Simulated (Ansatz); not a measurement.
# BaTe: the cost of one run

Computed with Ansatz 0.2.0 (DFT r2SCAN, scalar-relativistic, plane waves, PAW, unless a step's input says otherwise).

## Step 1: The starting structure

It takes space group Fm-3m (No. 225, cubic). Conventional cell: a = 6.820 Å, b = 6.820 Å, c = 6.820 Å, α = 90.00°, β = 90.00°, γ = 90.00°. Ba (site symmetry m-3m) is surrounded by 6 Te at 3.41 Å. Around Te (site symmetry m-3m) lie 6 Ba at 3.41 Å.

Structure file:

```cif
data_structure
_symmetry_space_group_name_H-M 'P 1'
_symmetry_Int_Tables_number 1
_cell_length_a 4.8225
_cell_length_b 4.8225
_cell_length_c 4.8225
_cell_angle_alpha 60.000
_cell_angle_beta 60.000
_cell_angle_gamma 60.000
_cell_volume 79.30
loop_
_atom_site_label
_atom_site_type_symbol
_atom_site_fract_x
_atom_site_fract_y
_atom_site_fract_z
_atom_site_occupancy
Ba1 Ba 0.00000 0.00000 0.00000 1
Te1 Te 0.50000 0.50000 0.50000 1
```

Source of the structure: the Crystallography Open Database.

(A quick probe on a coarse mesh, which set the mesh and smearing, is not shown.)

## Step 3: The relaxation

File input.yaml:

```yaml
crystal:
  lattice:
    - [0.0, 3.41, 3.41]
    - [3.41, 0.0, 3.41]
    - [3.41, 3.41, 0.0]
  atoms:
    - { symbol: Ba, position: [0.0, 0.0, 0.0] }
    - { symbol: Te, position: [0.5, 0.5, 0.5] }
basis:
  ecutwfc: 500
kpoints:
  mp_grid: { grid: [8, 8, 8] }
hamiltonian:
  xc: r2scan
scf:
  occupations: { method: gaussian, width: 0.02 }
output:
  forces: true
  stress: true
  eigenvalues: true
relax:
  adjacent_minimum: "off"
  f_tol: 0.005
  max_steps: 80
  cell: { stress_tol: 0.05 }
```

**Question.** How long does this run take on 1 thread of an Arm CPU, shared host, and how much memory does it need?

About 30 s, with a peak of 0.66 GiB.
